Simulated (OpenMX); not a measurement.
## TaN in OpenMX: the effect of biaxial strain

TaN:

```
CELL_PARAMETERS angstrom
0.00000 2.12287 2.21132
2.12287 0.00000 2.21132
2.12287 2.12287 0.00000
ATOMIC_POSITIONS crystal
Ta 0.50000 0.50000 0.50000
N 0.00000 0.00000 0.00000
```

The cell comes from a database or a generator and needn't be the stable form of this composition.

Alike in all runs:

| Property | Result |
| --- | --- |
| Program | OpenMX 3.8.5 |
| Task | band structure |
| Functional | PBE |
| Potentials or basis | OpenMX 2013 PBE set, Ta7.0-s3p2d2f1, N6.0-s2p2d1, grid cutoff 400 Ry |
| k mesh | 7 × 7 × 7 |
| Occupations | fermi-dirac, width 0.05 eV |
| Spin | no spin polarisation |

```tsv
biaxial strain	pressure (GPa)
-4 %	27.0
-2 %	?
0 %	-5.5
2 %	-16.5
4 %	-25.0
```

**Question.** What does the run with biaxial strain -2 % give?

**Answer.** Pressure 9.0 GPa.

Worked out: A parabola through the other rows of the pressure, of slope -8.08 GPa per % there, gives 9.2 GPa, against the run's 9.0.

Caveats: some runs use coarse meshes; the basis of atomic orbitals isn't converged, which shifts pressures, moduli and gaps.
